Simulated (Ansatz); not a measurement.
## Elastic constants of MgTe (F-43m) under pressure

```yaml
crystal:
  lattice:
    - [0.00000, 3.23200, 3.23200]
    - [3.23200, 0.00000, 3.23200]
    - [3.23200, 3.23200, 0.00000]
  atoms:
    - { symbol: Mg, position: [0.00000, 0.00000, 0.00000] }
    - { symbol: Te, position: [0.25000, 0.25000, 0.25000] }
```

This is the zero-pressure cell. At each pressure cell and atoms are relaxed in this structure, and the constants are slopes of the stress at strains of ±0.005 with relaxed ions (the coefficients that govern stability under load). Level: r²SCAN, PAW on Ansatz 0.2.0's default frozen-core files (fitted under PBE), scalar-relativistic; k mesh 8×8×8, strains of ±0.005, fixed occupations, cutoff 500 eV. P is the pressure of the relaxed cell, less that of this one.

```tsv
P (GPa)	V/V₀	C11 (GPa)	C12 (GPa)	C44 (GPa)
0.00	1.0000	48.5	32.1	19.2
0.96	0.9760	51.7	36.3	19.0
1.97	0.9535	55.1	40.6	18.6
3.95	?	?	?	?
6.97	0.8697	70.4	61.0	15.4
9.95	0.8332	78.8	72.6	12.9
14.96	0.7843	92.2	91.6	8.0
```

**Question.** Does the bulk modulus from the constants agree with the pressure-volume curve?

**Answer.** A third-order Birch-Murnaghan fit to the volumes shown (F against f, f = [(V₀/V)^(2/3) − 1]/2) gives B₀ = 37.6 GPa and B′ = 4.1. Its −V dP/dV stands beside (C11 + 2C12)/3:

```
P (GPa)  from P(V)  from the constants
   0.00       37.6                37.6
   0.96       41.4                41.4
   1.97       45.4                45.4
   6.97       64.1                64.1
   9.95       74.7                74.7
  14.96       92.1                91.8
```

**Question.** What are the pressure derivatives at zero pressure?

**Answer.** Slopes at V₀ of quadratic fits in −ln(V/V₀) through the first four rows shown, divided by B₀: dC11/dP = 3.5, dC12/dP = 4.3, dC44/dP = -0.1. The mean slopes up to 2.0 GPa are 3.4, 4.3, -0.3; curvature and scatter of the constants part the two. The combination (dC11/dP + 2 dC12/dP)/3 = 4.1 stands against B′.

**Question.** Fill the row at 3.95 GPa.

**Answer.** Cubic fits in −ln(V/V₀) through all rows shown give C11 = 61.3, C12 = 48.8, C44 = 17.6 GPa. Computed: V/V₀ = 0.9160, C11 (GPa) = 61.3, C12 (GPa) = 48.8, C44 (GPa) = 17.6.

**Question.** Does a shear stiffness soften?

**Answer.** C44 goes from 19.2 to 8.0 GPa; (C11 − C12)/2 goes from 8.2 to 0.3 GPa. C44 and (C11 − C12)/2 soften under pressure, though the lattice stays mechanically stable over this range.

Caveats: this zinc-blende form is metastable at ambient conditions; no other phase was computed; many crystals of this kind change structure within this range, and rows or crossings beyond such a change describe a metastable lattice; frozen-core PAW files fitted under PBE, their cores solved anew for the functional of the run; constants at zero field, no piezoelectric stiffening; phonons weren't checked at these pressures.
